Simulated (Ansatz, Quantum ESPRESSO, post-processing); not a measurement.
# blue phosphorene, 1 layer: response to a perpendicular field, part 5 of 5

How does blue phosphorene, 1 layer respond to a gate-like field without added charge?

Quantum ESPRESSO 7.5; plane-wave DFT, PBE, GBRV ultrasoft pseudopotentials; geometry and cross-check by Ansatz 0.2.0 with PAW datasets.

So far. Step 13 (Band structure: field 0.4 V/Å): Upper empty bands that drop with the field can be states of the vacuum, held by the sawtooth; they depend on the cell's width. Step 13 (Band structure: field 0.4 V/Å): Along this path the valence top lies between K and Γ and the conduction bottom between Γ and M.

### Step 14. Valence density

plot_num = 0 writes the valence density.

Input file f0.rho.in:

```
&inputpp
  prefix = 'f0'
  outdir = './out'
  filplot = 'f0.rho.dat'
  plot_num = 0
/
```

Run with:

```bash
> OMP_NUM_THREADS=1 mpirun -n 2 pp.x -in f0.rho.in > f0.rho.out
```

Numbers of over 12 decimals in the logs are rounded to 6 here.

The log of the run:

```text
[banner, memory and clock lines left out]
Program POST-PROC v.7.5 starts

          URL

     ./out/f0.save/

     IMPORTANT: XC functional enforced from input :
     Exchange-correlation= PBE
                           (   1   4   3   4   0   0   0)
     Any further DFT definition will be discarded
     Please, verify this is what you really want

     negative rho (up, down):  1.737E-04 0.000E+00

     Adding external electric field

     Computed dipole along edir(3) :
        Dipole               -0.0000 Ry au,         -0.0000 Debye
        Dipole field         -0.0000 Ry au,

        Potential amp.        0.0000 Ry
        Total length         33.0899 bohr

     Calling punch_plot, plot_num =   0
     Writing data to file  f0.rho.dat
     Message from routine chdens:
     namelist plot not found or invalid, exiting
```

Run time: 0.91 s. Hardware: 2 MPI ranks of Arm Neoverse V1, shared host; peak memory 0.11 GiB.

This step gave:

| Property | Result |
| --- | --- |
| electrons by integration | 10.000 e |

Mean over planes. Table of valence density, planar mean by z:

```csv
z (Å),"valence density, planar mean (e/Å³)"
4.5,2.7e-5
5.0,1.1e-4
5.5,4.3e-4
6.0,0.00175
6.5,0.00721
7.0,0.0306
7.5,0.115
8.0,0.258
8.5,0.345
9.0,0.449
9.5,0.385
10.0,0.286
10.5,0.190
11.0,0.0596
11.5,0.0145
12.0,0.00345
12.5,8.4e-4
13.0,2.1e-4
13.5,5.2e-5
14.0,1.3e-5
```

Valence density in the ca plane at fractional y = 0.333, with atoms of P within 0.2 Å of it. It is the smooth field of the valence electrons, not physical close to the nuclei.

Values in units of 1e-1 e/Å³, 5 rows by 16 columns, each cell a mean:
```
0.0 0.0 0.0 0.0 0.0 0.1 1.9 5.6 3.7 0.6 0.0 0.0 0.0 0.0 0.0 0.0
0.0 0.0 0.0 0.0 0.0 0.1 3.2 6.8 3.4 0.4 0.0 0.0 0.0 0.0 0.0 0.0
0.0 0.0 0.0 0.0 0.0 0.1 1.9 5.6 3.7 0.6 0.0 0.0 0.0 0.0 0.0 0.0
0.0 0.0 0.0 0.0 0.0 0.0 0.5 2.4 3.7 1.3 0.1 0.0 0.0 0.0 0.0 0.0
0.0 0.0 0.0 0.0 0.0 0.0 0.5 2.4 3.7 1.3 0.1 0.0 0.0 0.0 0.0 0.0
```
Columns run along c (18.2 Å), rows up along a (3.3 Å). Atoms in or near the plane, at fractional coordinates: P at (0.47, 0.67).

The density integrates to 10.000 electrons, as the 10 of the input ask.

### Step 15. Density by pp.x

Input file f2.rho.in:

```
&inputpp
  prefix = 'f2'
  outdir = './out'
  filplot = 'f2.rho.dat'
  plot_num = 0
/
```

Run with:

```bash
> OMP_NUM_THREADS=1 mpirun -n 2 pp.x -in f2.rho.in > f2.rho.out
```

It took 0.97 s on 2 MPI ranks; peak memory 0.11 GiB; 1.8 s of CPU time.

### Step 16. Charge moved by a field of 0.2 V/Å

This step gave:

```
largest charge moved across a plane : 0.001129 e/Å²
dipole step                         : -0.7496 eV
```

The planar mean by z:

z (Å), planar mean (e/Å³) and a bar from the least value:
```
        2    0.00000 ################
        3    0.00000 ################
        4    0.00000 ################
        5    0.00002 #################
        6    0.00013 ###################
        7    0.00056 ##############################
        8    0.00027 #######################
        9    0.00008 ##################
       10   -0.00014 #############
       11   -0.00067 
       12   -0.00018 ############
       13   -0.00003 ################
       14    0.00000 ################
       15    0.00000 ################
       16    0.00000 ################
```

The running integral, electrons below z by z:

```csv
z (Å),"running integral, electrons below z (e/Å²)"
2,1.6e-8
3,1.4e-7
4,1.3e-6
5,1.1e-5
6,7.5e-5
7,4.1e-4
8,9.7e-4
9,0.00113
10,9.9e-4
11,4.7e-4
12,8.4e-5
13,1.1e-5
14,1.1e-6
15,1.1e-7
```

### Step 17. Polarisability from the dipole between 0 and 0.1 V/A

Numbers from this step:

| Property | Result |
| --- | --- |
| change of slope in the vacuum | 0.09999 eV/Å |
| polarisability a cell | 2.776 Å³ |
| sheet polarisability 4πα/A | 3.746 Å |

Change of the potential energy, second field less first against z:

```csv
z (Å),"change of the potential energy, second field less first (eV)"
0,-0.361
1,-0.624
2,-0.524
3,-0.424
4,-0.324
5,-0.224
6,-0.127
7,-0.0432
8,-0.00541
9,2.5e-4
10,0.00279
11,0.0295
12,0.106
13,0.202
14,0.302
15,0.402
16,0.502
17,0.602
18,0.0913
```

### Step 18. Dipole against field

Dipole along the normal, dipole moment against applied field:

```csv
applied field (V/Å),"dipole along the normal, dipole moment (e·Å)"
0.000,0
0.100,0.0193
0.200,0.0386
0.400,0.0772
```

### Step 19. Cross-check with Ansatz: field 0.1 V/Å

As a check, the same structure is run in Ansatz.

Level of this step: plane-wave DFT, PBE, Ansatz PAW (Ansatz 0.2.0).

Input file input.yaml:

```yaml
crystal:
  lattice:
    - [3.279559824, 0.0, 0.0]
    - [-1.639779912, 2.8401821208, 0.0]
    - [0.0, 0.0, 18.24]
  atoms:
    - { symbol: P, position: [0.6666666667, 0.3333333333, 0.4659560672] }
    - { symbol: P, position: [0.3333333333, 0.6666666667, 0.5340439328] }
kpoints:
  mp_grid: { grid: [12, 12, 1] }
hamiltonian:
  xc: pbe
scf:
  occupations: { method: fermi_dirac, width: 0.054 }
  convergence: { dr2_threshold: 1.0e-09 }
efield:
  axis: 3
  dipole_correction: true
  ramp_position: 0.97
  ramp_width: 0.04
  amplitude: 0.1
output:
  write_potential: true
  write_density: true
  volumetric_format: npy
```

Run with:

```bash
> ansatz run input.yaml --threads 2 --pin off --max-ram 4096MiB --backend cpu --events-out ev --progress --plain --runs-dir out
```

The log of the run:

```text
[...]
Crystal: 2 atoms, lattice volume = 169.897 Å³
Basis set: ecut = 420 eV, 3373 PW (Γ)
Bands: 9, of which v1, the nominal top of the filled ones, is band 5 counted from 1 (4 counted from 0)
Symmetry: 6 space group operations
k-points: 19 of 144 (time reversal used)
[...]
SCF iter   1: F=—  HF=-1511.421907 eV  |F-HF|=—  |Δ(HF+E_count)|=         —  Δρ=1.85e-2  dr2=4.34e-1  ethr=3.10e-3  p=0.019 e·Å  D=2.01e-2 V/Å  ΔV_dip=-0.37 eV  dr2_dipole=3.35e-6  V_vac-E_F(+/−)=6.35/5.05 eV  ⟨swp⟩=8.7  Hψ=1825  notcnv=0
[...]
SCF iter   9: F=-1511.324492 eV  HF=-1511.324492 eV  |F-HF|=2.62e-10  |Δ(HF+E_count)|=   4.23e-9  Δρ=4.42e-7  dr2=5.13e-10  ethr=1.00e-11  p=0.019 e·Å  D=2.06e-2 V/Å  ΔV_dip=-0.37 eV  dr2_dipole=4.80e-11  V_vac-E_F(+/−)=5.80/4.51 eV  ⟨swp⟩=5.1  Hψ=897  notcnv=0
SCF 1 converged in 9 iterations: F = -1511.324492 eV  dr2 = 5.13e-10
[...]
WARN: The output density's exchange-correlation potential varies sharply where the density is thin. Do not read a vacuum level from v_tot or v_xc, or from such a field of the output density. On a cell that repeats whose density bears no net charge and no dipole along the vacuum's axis use v_es (v_loc + v_h of the components); under efield.dipole_correction with no amplitude use v_es + v_field, which holds any externa [...]
SCF converged after 9 iterations
Free energy (F): -1511.324492 eV
[...]
Internal energy: -1511.324492 eV  (E = F + TS)
E sigma→0 (E₀):  -1511.324492 eV
Fermi energy:    -2.385661 eV
Dipole field:    D = 0.020540 V/Å  (p = 0.019285 e·Å, saw-weighted, corrected)
Work function:   not extracted (applied field tilts the vacuum); planar V_es + V_field profile in the machine report
[...]
--- Band table (eV; the first three rows and the last of 19) ---
[...]
```

It took 2.9 s on 2 threads; peak memory 0.35 GiB.

This step gave:

```
free energy             : -1511.3245 eV
Fermi energy            : -2.386 eV
dipole along the normal : 0.01929 e·Å
```

At 0.1 V/Å Ansatz's dipole is 0.0193 e Å against 0.0193 from pw.x.

### Step 20. Cross-check with Ansatz: field -0.1 V/Å

input.yaml is the input of step 19 with these lines changed:

```diff
@@ -20,3 +20,3 @@
   ramp_width: 0.04
-  amplitude: 0.1
+  amplitude: -0.1
 output:
```

The log of the run:

```text
[...]
Crystal: 2 atoms, lattice volume = 169.897 Å³
Basis set: ecut = 420 eV, 3373 PW (Γ)
Bands: 9, of which v1, the nominal top of the filled ones, is band 5 counted from 1 (4 counted from 0)
Symmetry: 6 space group operations
k-points: 19 of 144 (time reversal used)
[...]
Free energy (F): -1511.324492 eV
[...]
Internal energy: -1511.324492 eV  (E = F + TS)
E sigma→0 (E₀):  -1511.324492 eV
Fermi energy:    -2.414658 eV
Dipole field:    D = -0.020547 V/Å  (p = -0.019291 e·Å, saw-weighted, corrected)
Work function:   not extracted (applied field tilts the vacuum); planar V_es + V_field profile in the machine report
[...]
--- Band table (eV; the first three rows and the last of 19) ---
[...]
[key lines of the parts left out:]
SCF converged after 9 iterations
```

Elapsed: 2.8 s, on 2 threads; peak memory 0.35 GiB; 5.5 s of CPU time.

Numbers from this step:

```
Fermi energy            : -2.415 eV
dipole along the normal : -0.01929 e·Å
```

### Step 21. Dipole against field, Ansatz

Dipole along the normal, dipole moment against applied field:

```csv
applied field (V/Å),"dipole along the normal, dipole moment (e·Å)"
-0.1000,-0.0193
0.0000,3.8e-5
0.1000,0.0193
```

### Step 22. SCF with pw.x, with smearing = gaussian and degauss = 0.01

How much does a setting matter? One run is repeated with a change.

Level of this step: plane-wave DFT, PBE, GBRV ultrasoft pseudopotentials (Quantum ESPRESSO 7.5).

Input file f1.w0.in:

```
&control
  prefix = 'f1.w0'
  outdir = './out'
  pseudo_dir = './pseudo'
  calculation = 'scf'
  tprnfor = .true.
  tefield = .true.
  dipfield = .true.
/
&system
  ibrav = 0
  nat = 2
  ntyp = 1
  ecutwfc = 40
  ecutrho = 200
  occupations = 'smearing'
  smearing = 'gaussian'
  degauss = 0.01
  edir = 3
  emaxpos = 0.97
  eopreg = 0.04
  eamp = 0.00194469
/
&electrons
  conv_thr = 1e-09
  mixing_beta = 0.4
  electron_maxstep = 120
  mixing_mode = 'plain'
/
ATOMIC_SPECIES
  P   30.9738  p_pbe_v1.5.uspp.F.UPF
CELL_PARAMETERS angstrom
  3.27955982395267 0.00000000000000 -0.00000000000000
  -1.63977991197633 2.84018212077383 0.00000000000000
  -0.00000000000000 0.00000000000000 18.24000000000000
ATOMIC_POSITIONS crystal
  P   0.666666666667 0.333333333333 0.465956067227
  P   0.333333333333 0.666666666667 0.534043932773
K_POINTS automatic
  12 12 1 0 0 0
```

Run with:

```bash
> OMP_NUM_THREADS=1 mpirun -n 2 pw.x -nk 2 -in f1.w0.in > f1.w0.out
```

The log of the run:

```text
[banner, memory and clock lines left out]
Program PWSCF v.7.5 starts
[citation notice left out]

[...]
bravais-lattice index     =            0
     lattice parameter (alat)  =       6.1975  a.u.
     unit-cell volume          =    1146.5241 (a.u.)^3
     number of atoms/cell      =            2
     number of atomic types    =            1
     number of electrons       =        10.00
     number of Kohn-Sham states=            9
     kinetic-energy cutoff     =      40.0000  Ry
     charge density cutoff     =     200.0000  Ry
     scf convergence threshold =      1.0E-09
     mixing beta               =       0.4000
     number of iterations used =            8  plain     mixing
     Exchange-correlation=  SLA  PW   PBX  PBC
                           (   1   4   3   4   0   0   0)

[...]
PseudoPot. # 1 for P  read from file:
     ./pseudo/p_pbe_v1.5.uspp.F.UPF
     Pseudo is Ultrasoft + core correction, Zval =  5.0
     Generated by new atomic code, or converted to UPF format
     Using radial grid of  903 points,  6 beta functions with:
                l(1) =   0
                l(2) =   0
                l(3) =   1
                l(4) =   1
                l(5) =   2
                l(6) =   2
     Q(r) pseudized with  8 coefficients,  rinner =    1.300   1.300   1.300
                                                       1.300   1.300

     atomic species   valence    mass     pseudopotential
     P                 5.00    30.97380     P ( 1.00)

     No symmetry found

[...]
number of k points=    74  Gaussian smearing, width (Ry)=  0.0100
[...]
Dense  grid:    54611 G-vectors     FFT dimensions: (  27,  27, 160)

     Smooth grid:    39175 G-vectors     FFT dimensions: (  25,  25, 144)

     Initial potential from superposition of free atoms

     starting charge       9.9997, renormalised to      10.0000

     negative rho (up, down):  7.228E-05 0.000E+00

     Adding external electric field

     Computed dipole along edir(3) :
        Dipole               -0.0000 Ry au,         -0.0000 Debye
        Dipole field         -0.0000 Ry au,

        E field amplitude [Ha a.u.]:  1.9447E-03
        Potential amp.        0.1287 Ry
        Total length         33.0899 bohr

     Starting wfcs are    8 randomized atomic wfcs +    1 random wfcs

     per-process dynamical memory:    53.3 Mb

     Self-consistent Calculation

     iteration #  1     ecut=    40.00 Ry     beta= 0.40
     Davidson diagonalization with overlap
     ethr =  1.00E-02,  avg # of iterations =  4.8

     Threshold (ethr) on eigenvalues was too large:
     Diagonalizing with lowered threshold

     Davidson diagonalization with overlap
     ethr =  3.29E-04,  avg # of iterations =  3.7

     negative rho (up, down):  1.120E-04 0.000E+00

     Adding external electric field

     Computed dipole along edir(3) :
        Dipole                0.0801 Ry au,          0.2037 Debye
        Dipole field          0.0009 Ry au,

        E field amplitude [Ha a.u.]:  1.9447E-03
        Potential amp.        0.0706 Ry
        Total length         33.0899 bohr

     total energy              =     -31.03196377 Ry
     estimated scf accuracy    <       0.03295683 Ry

     iteration #  2     ecut=    40.00 Ry     beta= 0.40
[...]
negative rho (up, down):  1.384E-04 0.000E+00

[...]
Dipole               -0.0290 Ry au,         -0.0736 Debye
[...]
E field amplitude [Ha a.u.]:  1.9447E-03
[...]
total energy              =     -31.02990475 Ry
     estimated scf accuracy    <       0.01573748 Ry

     iteration #  3     ecut=    40.00 Ry     beta= 0.40
[...]
negative rho (up, down):  1.557E-04 0.000E+00

[...]
Dipole                0.0388 Ry au,          0.0986 Debye
[...]
E field amplitude [Ha a.u.]:  1.9447E-03
[...]
total energy              =     -31.03072643 Ry
     estimated scf accuracy    <       0.01574451 Ry

     iteration #  4     ecut=    40.00 Ry     beta= 0.40
[...]
negative rho (up, down):  1.633E-04 0.000E+00

[...]
Dipole                0.0391 Ry au,          0.0993 Debye
[...]
E field amplitude [Ha a.u.]:  1.9447E-03
[...]
total energy              =     -31.03230779 Ry
     estimated scf accuracy    <       0.00014816 Ry

     iteration #  5     ecut=    40.00 Ry     beta= 0.40
[...]
negative rho (up, down):  1.671E-04 0.000E+00

[...]
Dipole                0.0365 Ry au,          0.0929 Debye
[...]
E field amplitude [Ha a.u.]:  1.9447E-03
[...]
total energy              =     -31.03243322 Ry
     estimated scf accuracy    <       0.00003193 Ry

     iteration #  6     ecut=    40.00 Ry     beta= 0.40
[...]
negative rho (up, down):  1.691E-04 0.000E+00

[...]
Dipole                0.0363 Ry au,          0.0922 Debye
[...]
E field amplitude [Ha a.u.]:  1.9447E-03
[...]
total energy              =     -31.03244103 Ry
     estimated scf accuracy    <       0.00000234 Ry

     iteration #  7     ecut=    40.00 Ry     beta= 0.40
[...]
negative rho (up, down):  1.708E-04 0.000E+00

[...]
Dipole                0.0364 Ry au,          0.0926 Debye
[...]
E field amplitude [Ha a.u.]:  1.9447E-03
[...]
total energy              =     -31.03244336 Ry
     estimated scf accuracy    <       0.00000010 Ry

     iteration #  8     ecut=    40.00 Ry     beta= 0.40
[...]
negative rho (up, down):  1.718E-04 0.000E+00

[...]
Dipole                0.0365 Ry au,          0.0927 Debye
[...]
E field amplitude [Ha a.u.]:  1.9447E-03
[...]
total energy              =     -31.03244348 Ry
     estimated scf accuracy    <       0.00000001 Ry

     iteration #  9     ecut=    40.00 Ry     beta= 0.40
[...]
negative rho (up, down):  1.736E-04 0.000E+00

[...]
Dipole                0.0364 Ry au,          0.0924 Debye
[...]
E field amplitude [Ha a.u.]:  1.9447E-03
[...]
End of self-consistent calculation

          k = 0.0000 0.0000 0.0000 (  4917 PWs)   bands (ev):

   -17.4872  -9.7721  -3.7778  -3.4971  -3.4971   0.3991   0.5308   0.5308
     1.8891

          k = 0.0000 0.0962 0.0000 (  4921 PWs)   bands (ev):

   -17.3754  -9.6979  -4.3803  -3.7448  -3.7125   0.2122   0.8467   1.2573
     2.0310

[...]
the Fermi energy is    -2.3626 ev

!    total energy              =     -31.03244350 Ry
     estimated scf accuracy    <          7.0E-10 Ry
     smearing contrib. (-TS)   =      -0.00000000 Ry
     internal energy E=F+TS    =     -31.03244350 Ry

     The total energy is F=E-TS. E is the sum of the following terms:
     one-electron contribution =    -146.37158671 Ry
     hartree contribution      =      74.60767641 Ry
     xc contribution           =     -11.76498970 Ry
     ewald contribution        =      52.49658346 Ry
     electric field correction =      -0.00012696 Ry

     convergence has been achieved in   9 iterations

     negative rho (up, down):  1.736E-04 0.000E+00

     Forces acting on atoms (cartesian axes, Ry/au):

     atom    1 type  1   force =     0.00000006    0.00000003    0.00042498
     atom    2 type  1   force =    -0.00000006   -0.00000003   -0.00042498

     Total force =     0.000601     Total SCF correction =     0.000067
     SCF correction compared to forces is large: reduce conv_thr to get better values

[...]
```

Wall time 30 s (2 MPI ranks); peak memory 0.2 GiB; 60 s of CPU time.

Beside the run it was changed from:

```csv
quantity,this run,unchanged run,difference
dipole along the normal (e·Å),0.01924,0.01928,-4.2e-5
free energy (eV),-422.2179,-422.2179,0
wall time (s),30,30,
SCF iterations,9,7,
```

The free energy moves by +0 meV an atom.

This run starts from superposed atoms, the unchanged one from a saved density, so their iteration counts don't compare.

The physical values in this table move by up to 0.22 %.

### Step 23. The arithmetic

α = Δp/E = (0.01928 − (0.00000)) e Å / 0.1 V/Å = 0.1928 e Å²/V; times e/(4πε₀) = 14.40 V Å this is 2.776 Å³. With A = 9.315 Å², 4πα/A = 3.745 Å.

### Step 24. What came out

| Property | Result |
| --- | --- |
| polarisability along the normal, a cell | 2.78 Å³ |
| sheet polarisability 4πα/A | 3.75 Å |
| dipole without a field | 0 e·Å |
| Kohn-Sham ionisation potential, upper face | 6.17 eV |
| gap along the path at 0 V/Å | 1.93 eV |
| gap along the path at 0.2 V/Å | 1.93 eV |
| gap along the path at 0.4 V/Å | 1.93 eV |

The sheet answers a field with a polarisability of 2.78 Å³ a cell, or 4πα/A = 3.75 Å (PBE, GBRV ultrasoft). In pw.x the dipole follows the field linearly over the range tried. A perfect conductor 3.75 Å thick would screen alike; the outer atoms lie 1.24 Å apart. At 0.1 V/Å the sheet takes 0.375 eV off the potential drop. At 0.2 V/Å the gap along the path is unchanged within 0.01 eV. Quantum ESPRESSO and Ansatz give 2.776 and 2.777 Å³ for the polarisability (pw.x from 0 and 0.1 V/Å, Ansatz from ±0.1 V/Å), which agree. The ions stay at their zero-field places, so this is the electrons' response alone. Semilocal gaps are too small, and in strong fields empty levels can belong to the vacuum.

[Logs are printed without paths, hosts, clocks, repeated set-up lines and the standing remarks that a program may print on its own settings, such as how far it seeks lower states.]

[Hosts, paths, dates, database ids (printed as entryN), source tags and the programs' standing remarks are cut or masked in the printed files.]

[Maps of the electrostatic potential energy from Ansatz leave out the sawtooth potential of an applied field or a dipole correction, so their vacuum need not be flat; planar profiles and work functions include it.]
